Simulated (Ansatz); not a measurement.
## Se: pressure and energy above lowest point against volume per atom

Equation of state of a cubic crystal from periodic Kohn-Sham density functional theory without spin; pressure corrected for the finite basis. The results are calculated, by Ansatz 0.2.0 development build.

Cell of the first row (space group Fd-3m, No. 227):
```
Se
1.0
      0.0000     3.1018     3.1018
      3.1018     0.0000     3.1018
      3.1018     3.1018     0.0000
Se
2
Direct
  0.00000 0.00000 0.00000
  0.25000 0.25000 0.25000
```

Settings of every row: formula Se; structure type diamond; functional PBE; spin treatment none; k mesh 15x15x15; occupation method fermi-dirac; occupation width 0.061225619 eV; wave cutoff 420 eV; datasets soft-1 PAW; density cutoff ratio 4.

Limits: a cubic model structure, not a phase known at ambient conditions.

| row | volume per atom (Å³) | pressure (GPa) | energy above lowest point (meV/atom) |
| --- | --- | --- | --- |
| 1 | 29.844 | 2.713 | 15.26 |
| 2 | 30.479 | 1.712 | 6.52 |
| 3 | 31.114 | ? | ? |
| 4 | 31.748 | -0.008 | 0 |
| 5 | 32.383 | -0.744 | 1.51 |
| 6 | 33.019 | -1.408 | 5.8 |
| 7 | 33.653 | -2.007 | 12.59 |

Question: what pressure and energy above lowest point should row 3 give?

Worked fit of pressure. Take u = (V_r/V)^(2/3) − 1 with V_r = 32.066 Å³ an atom, which is twice the finite (Eulerian) strain; such expansions in the strain, on which the Birch-Murnaghan equation of state is built, carry the rest volume and the bulk modulus. The shown rows have u = 0.04904, 0.03442, 0.00667, -0.00654, -0.01934, -0.03169. Least squares give pressure = −0.386 + 55.841 × u + 149.55 × u² GPa; a straight line predicts inner rows, each left out in turn, worse (root mean square 0.094 against 0.0021 GPa). The rows lie off it by 0.001, -0.001, -0.001, 0.001, 0.002, -0.002. The pressure vanishes at u = 0.0068, or V = 31.74 Å³ an atom, and there the bulk modulus at fixed shape and fractions is B = −V dP/dV = (2/3)(1 + u) dP/du = 38.8 GPa. The withheld row has u = 0.0203, so the fit gives −0.386 + 55.841 × (0.0203) + 149.55 × (0.0203)² = 0.809 GPa.

The calculation gave 0.808 GPa. The fit lies 0.001 GPa (0.021 % of the column's range) above it, one unit of the last digit.

Worked fit of energy above lowest point. Take u = (V_r/V)^(2/3) − 1 with V_r = 32.066 Å³ an atom, which is twice the finite (Eulerian) strain; such expansions in the strain, on which the Birch-Murnaghan equation of state is built, carry the rest volume and the bulk modulus. The shown rows have u = 0.04904, 0.03442, 0.00667, -0.00654, -0.01934, -0.03169. Least squares give energy above lowest point = 0.387 − 114.98 × u + 8526.3 × u² meV/atom; a straight line predicts inner rows, each left out in turn, worse (root mean square 5.4 against 0.0097 meV/atom). The rows lie off it by 0.01, -0.01, 0.00, 0.01, 0.00, 0.00. Its lowest point lies at u = 0.0067, or V = 31.74 Å³ an atom, and the curvature there gives the bulk modulus at fixed shape and fractions, B = (4/9)(1 + u)² E″(u)/V = 38.8 GPa. The withheld row has u = 0.0203, so the fit gives 0.387 − 114.98 × (0.0203) + 8526.3 × (0.0203)² = 1.57 meV/atom.

The calculation gave 1.56 meV/atom. The fit lies 0.01 meV/atom (0.066 % of the column's range) above it, one unit of the last digit.
